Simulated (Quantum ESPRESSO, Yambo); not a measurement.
An input for Yambo 5.3.0 (TePb (Fm-3m)):

```
HF_and_locXC
gw0
dyson
ppa
em1d
rim_cut
RandQpts= 1000000
RandGvec= 1 RL
EXXRLvcs= 88 Ry
VXCRLvcs= 352 Ry
Chimod= "HARTREE"
% BndsRnXp
 1 | 77 |
%
NGsBlkXp= 8.5 Ry
% LongDrXp
 1 | 1 | 1 |
%
% GbndRnge
 1 | 77 |
%
DysSolver= "n"
ExtendOut
PPAPntXp= 27.21138 eV
% QPkrange
 3 | 3 | 22 | 25 |
 1 | 1 | 22 | 25 |
%
```

```sh
OMP_NUM_THREADS=1 mpirun -n 8 yambo -F gw1.in -J gw1 -C gw1 > gw1.log
```

The stored states that it reads are on a 4×4×4 mesh. It takes space group Fm-3m (No. 225, cubic). The conventional cell has a = 6.462 Å, b = 6.462 Å, c = 6.462 Å, α = 90.00°, β = 90.00°, γ = 90.00°. Nearest to Te lie 6 Pb at 3.23 Å. Nearest to Pb lie 6 Te at 3.23 Å. Farther neighbours and most contacts between anions are not listed.

**Question.** Estimate wall time and host memory on 8 MPI ranks of Arm Neoverse V2, shared host.

It took 43 s; on shared hardware allow 22 s to 87 s. Peak host memory was 4.5 GiB.

The screening grows as filled bands × empty bands × pairs of k points, times the square of the screening basis for the matrix.

[Paths, hosts, dates, memory and timing lines, banners, echoed tables and standing remarks are left out of the program output.]

[Logs are printed without paths, hosts, clocks, repeated set-up lines and the standing remarks that a program may print on its own settings, such as how far it seeks lower states.]

[Runs of the session that timed out or met a known fault of the program may be left out.]

[Hosts, paths, dates, database ids (printed as entryN), source tags and the programs' standing remarks are cut or masked in the printed files.]
